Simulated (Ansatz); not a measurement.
**NiO2 in Ansatz: the effect of functional**

The system is NiO2.

```
Ni O
1.0
     2.83561    0.00000    0.00000
    -1.41781    2.45571    0.00000
     0.00000    0.00000    4.67905
Ni O
1 2
Direct
  0.00000 0.00000 0.50000
  0.33333 0.66667 0.29396
  0.66667 0.33333 0.70604
```

The cell comes from a database or a generator and needn't be the stable form of this composition.

The cell isn't the ideal one: volume scaled by 1.04.

Alike in all runs:

| Item | Value |
| --- | --- |
| Program | Ansatz 0.2.0 |
| Task | single point |
| Potentials or basis | Ansatz PAW |
| k mesh | 11 × 11 × 6 |
| Occupations | fermi-dirac, width 0.05 eV |
| Spin | collinear spin, ferromagnetic start |
| Starting moments | [1.0, 0.0, 0.0] μB |

| functional | cutoff | gap on the mesh (eV) | pressure (GPa) | largest force (eV/Å) |
| --- | --- | --- | --- | --- |
| LDA | 420 eV (not typed: the program's choice for these potentials) | 0.78 | -17.4 | 1.33 |
| PBEsol | 420 eV (not typed: the program's choice for these potentials) | ? | ? | ? |
| r2SCAN | 500 eV (not typed: the program's choice for these potentials) | 1.34 | -12.1 | 0.91 |

Question: What does the run with functional PBEsol give?

Answer: gap on the mesh 0.85 eV; pressure -11.1 GPa; largest force 0.95 eV/Å.

Caveats: odd divisions of the mesh miss points on the zone boundary, where band edges often lie, so the gap on the mesh can be too wide; the PAW data sets come from PBE, with cores solved anew for the run's functional, which leaves a small shift of forces and pressure; the starting moments weren't kept; forces of over 1 eV/Å show positions far from the minimum, so gaps and moduli don't describe the material at rest (some runs); the magnetic or orbital state may not be the lowest (some runs).

A k mesh can miss the band edges.
